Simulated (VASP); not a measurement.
# ZnS (P6_3mc) in VASP: settings compared, part 2 of 3

VASP 6.6.1. The steps go on from the part before.

## Step 4: Relaxation of cell and atoms, BLYP+D3(BJ)

This run uses another cell than the first one, of 19.60 Å³/atom.

Contents of INCAR:

```
SYSTEM = ZnS
  AGGAC = 1.0
  AGGAX = 1.0
  ALDAC = 0.0
  ALDAX = 1.0
  ALGO = Normal
  EDIFF = 1E-6
  EDIFFG = -0.01
  ENCUT = 600
  GGA = B5
  IBRION = 2
  ISIF = 3
  ISMEAR = -1
  IVDW = 12
  LASPH = .TRUE.
  LCHARG = .FALSE.
  LREAL = .FALSE.
  LWAVE = .FALSE.
  NELM = 80
  NSW = 60
  PREC = Accurate
  SIGMA = 0.05
  VDW_A1 = 0.4298
  VDW_A2 = 4.2359
  VDW_S6 = 1.0
  VDW_S8 = 2.6996
```

Contents of KPOINTS:

```
k-points
0
G
  8 8 5
  0 0 0
```

Contents of POSCAR:

```
ZnS
1.0
    3.8110000000      0.0000000000      0.0000000000
   -1.9055000000      3.3004228138      0.0000000000
    0.0000000000      0.0000000000      6.2340000000
Zn S
2 2
Direct
    0.6666666667      0.3333333333      0.5000000000
    0.3333333333      0.6666666667      0.0000000000
    0.6666666667      0.3333333333      0.8850000000
    0.3333333333      0.6666666667      0.3850000000
```

Potentials or basis: VASP PAW PBE potentials, release 64 (Zn, S).

Started as:

```console
$ cat potpaw_PBE.64/Zn/POTCAR potpaw_PBE.64/S/POTCAR > POTCAR
$ mpirun -np 1 vasp_std > vasp.out
```

OUTCAR:

```text
SYSTEM = ZnS
   EDIFF = 1E-6
   EDIFFG = -0.01
   ENCUT = 600
   GGA = B5
   IBRION = 2
   ISIF = 3
   ISMEAR = -1
   IVDW = 12
   LASPH = .TRUE.
   LREAL = .FALSE.
   NELM = 80
   NSW = 60
   PREC = Accurate
 IVDW          = 12

 ion  position               nearest neighbor table
   1  0.667  0.333  0.500-   4 2.31   4 2.31   4 2.31   3 2.40
   2  0.333  0.667  0.000-   3 2.31   3 2.31   3 2.31   4 2.40
   3  0.667  0.333  0.885-   2 2.31   2 2.31   2 2.31   1 2.40
   4  0.333  0.667  0.385-   1 2.31   1 2.31   1 2.31   2 2.40

  LATTYP: Found a hexagonal cell.
 ALAT       =     3.8110000000
 C/A-ratio  =     1.6357911309

  Lattice vectors:

 A1 = (   3.8110000000,   0.0000000000,   0.0000000000)
 A2 = (  -1.9055000000,   3.3004228138,   0.0000000000)
 A3 = (   0.0000000000,   0.0000000000,   6.2340000000)

Analysis of symmetry for initial positions (statically):
=====================================================================
 Subroutine PRICEL returns:
 Original cell was already a primitive cell.

 Routine SETGRP: Setting up the symmetry group for a
 hexagonal supercell.

 Subroutine GETGRP returns: Found 12 space group operations
 (whereof  6 operations were pure point group operations)
 out of a pool of 24 trial point group operations.

The static configuration has the point symmetry C_3v.
 The point group associated with its full space group is C_6v.

Analysis of symmetry for dynamics (positions and initial velocities):
=====================================================================
 Subroutine PRICEL returns:
 Original cell was already a primitive cell.

 Routine SETGRP: Setting up the symmetry group for a
 hexagonal supercell.

 Subroutine GETGRP returns: Found 12 space group operations
 (whereof  6 operations were pure point group operations)
 out of a pool of 24 trial point group operations.

The dynamic configuration has the point symmetry C_3v.
 The point group associated with its full space group is C_6v.

 Subroutine INISYM returns: Found 12 space group operations
 (whereof  6 operations are pure point group operations),
 and found     1 'primitive' translations

----------------------------------------------------------------------------------------

                                     Primitive cell

  volume of cell :      78.4107

  direct lattice vectors                    reciprocal lattice vectors
     3.811000000  0.000000000  0.000000000     0.262398321  0.151495741  0.000000000
    -1.905500000  3.300422814  0.000000000     0.000000000  0.302991482  0.000000000
     0.000000000  0.000000000  6.234000000     0.000000000  0.000000000  0.160410651

  length of vectors
     3.811000000  3.811000000  6.234000000     0.302991482  0.302991482  0.160410651

  position of ions in fractional coordinates (direct lattice)
     0.666666667  0.333333333  0.500000000
     0.333333333  0.666666667  0.000000000
     0.666666667  0.333333333  0.885000000
     0.333333333  0.666666667  0.385000000

  ion indices of the primitive-cell ions
   primitive index   ion index
                 1           1
                 2           2
                 3           3
                 4           4

----------------------------------------------------------------------------------------

 KPOINTS: k-points

Automatic generation of k-mesh.
 Grid dimensions read from file:
 generate k-points for:    8    8    5

 Generating k-lattice:

  Cartesian coordinates                     Fractional coordinates (reciprocal lattice)
     0.032799790  0.018936968  0.000000000     0.125000000  0.000000000  0.000000000
     0.000000000  0.037873935  0.000000000     0.000000000  0.125000000  0.000000000
     0.000000000  0.000000000  0.032082130     0.000000000  0.000000000  0.200000000

  Length of vectors
     0.037873935  0.037873935  0.032082130

  Shift w.r.t. Gamma in fractional coordinates (k-lattice)
     0.000000000  0.000000000  0.000000000

 Subroutine IBZKPT returns following result:
 ===========================================

 Found     30 irreducible k-points:

 Following reciprocal coordinates:
            Coordinates               Weight
  0.000000  0.000000  0.000000      1.000000
  0.125000  0.000000  0.000000      6.000000
  0.250000  0.000000  0.000000      6.000000
  0.375000  0.000000  0.000000      6.000000
  0.500000  0.000000  0.000000      3.000000
  0.125000  0.125000  0.000000      6.000000
[... 16 lines left out ...]
  0.250000  0.000000  0.400000     12.000000
  0.375000  0.000000  0.400000     12.000000
 [... further k-points ...]
   k-points           NKPTS =     30   k-points in BZ     NKDIM =     30   number of bands    NBANDS=     22
   number of dos      NEDOS =    301   number of ions     NIONS =      4
   total plane-waves  NPLWV =  45000
   dimension x,y,z NGX =    30 NGY =   30 NGZ =   50
   dimension x,y,z NGXF=    60 NGYF=   60 NGZF=  100
   ions per type =               2   2
   NGX,Y,Z   is equivalent  to a cutoff of  13.09, 13.09, 13.33 a.u.
   NGXF,Y,Z  is equivalent  to a cutoff of  26.17, 26.17, 26.67 a.u.
 SYSTEM =  ZnS
   PREC   = accura    normal or accurate (medium, high low for compatibility)
   ISTART =      0    job   : 0-new  1-cont  2-samecut
   ICHARG =      2    charge: 1-file 2-atom 10-const
   ISPIN  =      1    spin polarized calculation?
   LNONCOLLINEAR =      F non collinear calculations
   LSORBIT =      F    spin-orbit coupling
   LASPH  =      T    aspherical Exc in radial PAW
   ENCUT  =  600.0 eV  44.10 Ry    6.64 a.u.   7.61  7.61 12.45*2*pi/ulx,y,z
   NELM   =     80;   NELMIN=  2; NELMDL= -5     # of ELM steps
   EDIFF  = 0.1E-05   stopping-criterion for ELM
   LREAL  =      F    real-space projection
   EDIFFG = -.1E-01   stopping-criterion for IOM
   NSW    =     60    number of steps for IOM
   IBRION =      2    ionic relax: 0-MD 1-quasi-New 2-CG
   NFREE  =      1    steps in history (QN), initial steepest desc. (CG)
   ISIF   =      3    stress and relaxation
   ISYM   =      2    0-nonsym 1-usesym 2-fastsym
   POTIM  = 0.5000    time-step for ionic-motion
   TEBEG  =    0.0;   TEEND  =   0.0 temperature during run
   PSTRESS=    0.0 pullay stress
   NELECT =      36.0000    total number of electrons
   NUPDOWN=      -1.0000    fix difference up-down
   EMIN   =  10.00;   EMAX   =-10.00  energy-range for DOS
   EFERMI =   0.00;   METHOD = LEGACY
   ISMEAR =    -1;   SIGMA  =   0.05  broadening in eV -4-tet -1-fermi 0-gaus
   EFERMI_NEDOS =   21; number of points for ismear=-14 and -15
   IALGO  =     38    algorithm
   IMIX   =      4    mixing-type and parameters
     AMIX     =   0.40;   BMIX     =  1.00
     AMIX_MAG =   1.60;   BMIX_MAG =  1.00
  volume/ion in A,a.u.               =      19.60       132.29
  Fermi-wavevector in a.u.,A,eV,Ry     =   1.262943  2.386617 21.701647  1.595026
  Thomas-Fermi vector in A             =   2.396326
   LORBIT       =      0    0 simple, 1 ext, 2 COOP (PROOUT), +10 PAW based schemes
   GGA     = B5    functional components
   LHFCALC =     F    Hartree Fock is set to
   AEXX    =    0.0000 exact exchange contribution
   IVDW    =    12    specifies the selected vdW correction
   LEPSILON=     F    determine dielectric tensor
   LRPA    =     F    only Hartree local field effects (RPA)
 conjugate gradient relaxation of ions
 non-spin polarized calculation
  energy-cutoff  :      600.00
  volume of cell :       78.41
 maximum number of plane-waves:      2643
   NGX = 15   NGY = 15   NGZ = 25

--------------------------------------- Ionic step        1  -------------------------------------------

 number of electron      36.0000045 magnetization

 Free energy of the ion-electron system (eV)
  ---------------------------------------------------
  ext. energy  EPLUGINS =         0.00000000
  ---------------------------------------------------
  free energy    TOTEN  =       -11.50238874 eV

  energy without entropy =      -11.50238874  energy(sigma->0) =      -11.50238874

------------------------ aborting loop because EDIFF is reached ----------------------------------------

 Edisp (eV)   -2.68271

 E8    (eV) :    -1.8757
[... 285 lines left out ...]
--------------------------------------- Ionic step        8  -------------------------------------------

 number of electron      36.0000007 magnetization

 Free energy of the ion-electron system (eV)
  ---------------------------------------------------
  ext. energy  EPLUGINS =         0.00000000
  ---------------------------------------------------
  free energy    TOTEN  =       -11.52322456 eV

  energy without entropy =      -11.52322456  energy(sigma->0) =      -11.52322456

 E-fermi :   3.5644     XC(G=0):  -9.1433

 val. band max:        2.5749270132   @ k =   0.0000   0.0000   0.0000
 cond. band min:       4.7857928999   @ k =   0.0000   0.0000   0.0000
 fundamental gap:      2.2108658867
 Fermi energy:         3.5643697135

 k-point     1 :       0.0000    0.0000    0.0000
  band No.  band energies     occupation
      1     -10.6117      2.00000
      2      -9.6914      2.00000
      3      -3.9094      2.00000
      4      -3.8878      2.00000
      5      -3.8878      2.00000
      6      -3.8042      2.00000
[... 589 lines left out ...]
     21       7.9918      0.00000
     22       8.4053      0.00000

 [... further k-points ...]

------------------------ aborting loop because EDIFF is reached ----------------------------------------

 Edisp (eV)   -2.68722

 E8    (eV) :    -1.8792
[... 27 lines left out ...]
  FREE ENERGIE OF THE ION-ELECTRON SYSTEM (eV)
  ---------------------------------------------------
  free  energy   TOTEN  =       -14.2104494373 eV

  energy  without entropy=      -14.2104494373  energy(sigma->0) =      -14.21044944

 reached required accuracy - stopping structural energy minimisation
```

Run time: 11 min. Hardware: 1 thread of AMD EPYC 7R13, shared host; peak memory 0.22 GiB.

What came out:

* Free energy: -14.2104 eV
* Relaxed volume: 19.58 Å³/atom
* Relaxed cell: a = 3.801 Å, b = 3.801 Å, c = 6.262 Å, α = 90.00°, β = 90.00°, γ = 120.00°
* Space group after relaxing (to 0.1 Å): P6_3mc (No. 186)
* Energy gained by relaxing: 6.3 meV/atom
* Ionic steps: 8
* Pressure after relaxing: 0.0 GPa
* Band gap on the k mesh: 2.21 eV
* Dispersion energy per atom: -0.672 eV

The path:
| step | energy change (eV) | largest force (eV/Å) | pressure (GPa) | volume (Å³) |
| --- | --- | --- | --- | --- |
| 1 | 0.0000 | 0.3510 | 0.14 | 78.41 |
| 2 | -0.0174 | 0.1078 | -0.20 | 78.60 |
| 3 | -0.0176 | 0.0795 | -0.21 | 78.61 |
| 4 | -0.0220 | 0.0443 | 0.06 | 78.35 |
| 5 | -0.0246 | 0.0044 | 0.39 | 78.00 |
| 6 | -0.0246 | 0.0112 | 0.47 | 77.95 |
| 7 | -0.0248 | 0.0050 | -0.36 | 78.68 |
| 8 | -0.0254 | 0.0019 | 0.05 | 78.34 |

Final structure:
```xyz
4
Lattice="3.8007 0.0000 0.0000 -1.9003 3.2915 0.0000 0.0000 0.0000 6.2619" Properties=species:S:1:pos:R:3 pbc="T T T"
Zn    1.9003    1.0972    3.1688
Zn    0.0000    2.1943    0.0378
S     1.9003    1.0972    5.5040
S     0.0000    2.1943    2.3730
```

Levels at points of the mesh, in eV from the valence-band top:
```tsv
k point	band 14	band 15	band 16	band 17	band 18	band 19	band 20	band 21	band 22
(0.00, 0.00, 0.00)	-0.88	-0.88	-0.11	0.00	0.00	2.21	3.18	6.37	6.37
(0.50, 0.00, 0.00)	-4.13	-3.26	-2.21	-1.68	-0.88	3.76	4.25	5.20	6.96
```

Caveat: the PAW data sets were made with another functional, which shifts forces and pressure a little. BLYP gaps usually lie below the measured ones, often by a third to a half.

(Continued in part 3 of 3.)
